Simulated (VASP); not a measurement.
Wanted: the native input for a VASP 6.6.1 run.

```yaml
Task: relaxation of the atoms
Functional: r2SCAN
Potentials_or_basis: VASP PAW PBE potentials, release 64 (F, Li_sv)
Cutoff: 520 eV
k_mesh: 7 × 7 × 5
Occupations: gaussian, width 0.05 eV
Spin: no spin polarisation
Further_INCAR_settings: ALGO = Normal; EDIFF = 1e-07; IBRION = 2; EDIFFG = -0.02; NSW = 60
```

The structure of LiF lies in POSCAR:

```
LiF
1.0
    3.0609398175      0.0000000000      0.0000000000
   -1.5304699087      2.6508516414      0.0000000000
    0.0000000000      0.0000000000      4.8073245700
F Li
2 2
Direct
    0.6843610000      0.3007830000      0.4939390000
    0.3490960000      0.6834980000      1.0194890000
    0.6717390000      0.3591680000      0.8924360000
    0.2998200000      0.7036060000      0.3730180000
```

The cell comes from a database or a generator and needn't be the stable form of this composition.

The cell isn't the ideal one: atoms moved at random, drawn with an rms of 0.15 Å.

These files were run (other wordings do the same):

INCAR

```
PREC = Accurate
ENCUT = 520
EDIFF = 1E-7
ISMEAR = 0
SIGMA = 0.05
LREAL = False
LASPH = True
NELM = 60
ALGO = Normal
ISIF = 2
LWAVE = False
LCHARG = False
METAGGA = R2SCAN
LMIXTAU = True
IBRION = 2
NSW = 60
EDIFFG = -0.02
```

KPOINTS

```
Automatic mesh
0
Gamma
  7 7 5
```

Potentials or basis: VASP PAW PBE potentials, release 64 (F, Li_sv).

Command:

```sh
$ cat potpaw_PBE.64/F/POTCAR potpaw_PBE.64/Li_sv/POTCAR > POTCAR
$ mpirun -np 1 vasp_std > vasp.out
```

Results of the run:

The energy gained by relaxing is 56.9 meV/atom and the ionic steps are 15. The largest force after relaxing is 0.017 eV/Å and the band gap on the k mesh is 8.76 eV, direct.

Caveat: the PAW data sets were made with another functional, which shifts forces and pressure a little; an odd mesh through Γ misses points on the zone boundary, where band edges often lie.

Wall time 33 min on 1 thread of AMD EPYC 9R45 96-Core Processor (Zen 5), on a shared host, peak memory 0.17 GiB.
